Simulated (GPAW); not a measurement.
**Pb: equation of state with PBE+D3**

Crystal: Pb.

```
Pb
1.0
     0.00000    2.47502    2.47502
     2.47502    0.00000    2.47502
     2.47502    2.47502    0.00000
Pb
1
Direct
  0.00000 0.00000 0.00000
```

* Program: GPAW 26.7.0
* Task: equation of state
* Functional: PBE
* Dispersion: D3
* Potentials or basis: GPAW PAW data sets (gpaw-data 1.2.1)
* Cutoff: 600 eV
* Basis: pw
* k mesh: 9 × 9 × 9
* Occupations: fermi-dirac, width 0.05 eV
* Spin: no spin polarisation
* Maxiter: 150
* Eos scales: [0.94, 0.96, 0.98, 1.0, 1.02, 1.04, 1.06]

* Equilibrium volume: 30.59 Å³/atom
* Bulk modulus: 46 GPa
* Pressure derivative of the bulk modulus: 5.3 (rough: it moves with the points fitted)

Energy against volume, from the lowest point:
| volume (Å³/atom) | energy (meV/atom) |
| --- | --- |
| 28.503 | 23.19 |
| 29.110 | 11.02 |
| 29.716 | 3.45 |
| 30.323 | 0.00 |
| 30.929 | 0.18 |
| 31.535 | 3.58 |
| 32.142 | 9.72 |

It took 44 s on 1 thread of Arm Neoverse V2, with other jobs on the host, peak memory 0.18 GiB.

The cell as given is a measured one (30.32 Å³/atom); PBE+D3 puts the equilibrium volume +0.9 % from it, thermal expansion not counted.

The run has no spin-orbit coupling, so splittings on Pb are missing.
